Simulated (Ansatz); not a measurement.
**Si: energy along a strain**

Si, I4/mmm, a = 6.692 Å, c = 3.861 Å. This isn't the element's structure at ambient conditions. Ansatz: PBE, PAW, 420 eV, Γ-centred 10×10×10 mesh on 4 atoms, Gaussian smearing 0.05 eV; no spin polarisation. Cell vectors (Å): -3.346 3.346 1.931; 3.346 -3.346 1.931; 3.346 3.346 -1.931. The cell is strained by x per cent times the pattern (1 -1 0 0 0 0) in the order xx yy zz yz xz xy (engineering shears), with fractional coordinates held. y is the free energy over the start, V0 = 21.610 Å³/atom. Symmetry makes y even in x.

| x (%) | y (meV/atom) |
| --- | --- |
| -2.00 | ? |
| -1.00 | 2.44 |
| 0.00 | 0.00 |
| 0.25 | 0.15 |
| 0.50 | 0.61 |
| 0.75 | 1.37 |
| 1.25 | 3.82 |
| 1.50 | 5.50 |
| 1.75 | 7.49 |

Q: Fit y = c2 x² + c4 x⁴ to the other rows, get the stiffness along the pattern, and predict the missing energy.

A: Least squares on the rows shown. y = 2.440 x² + 0.002089 x⁴. The clamped-ion stiffness p·C·p = 2 × 24.40 eV × 160.2 / 21.610 Å³ = 362 GPa. At x = -2.00 the fit asked for gives 9.79 meV/atom. The run gave 9.79 meV/atom, the same to the digits shown.

Cost: 9 runs of about 1.3 core-minutes in all, on Intel Xeon Platinum 8375C (Ice Lake) (shared hosts).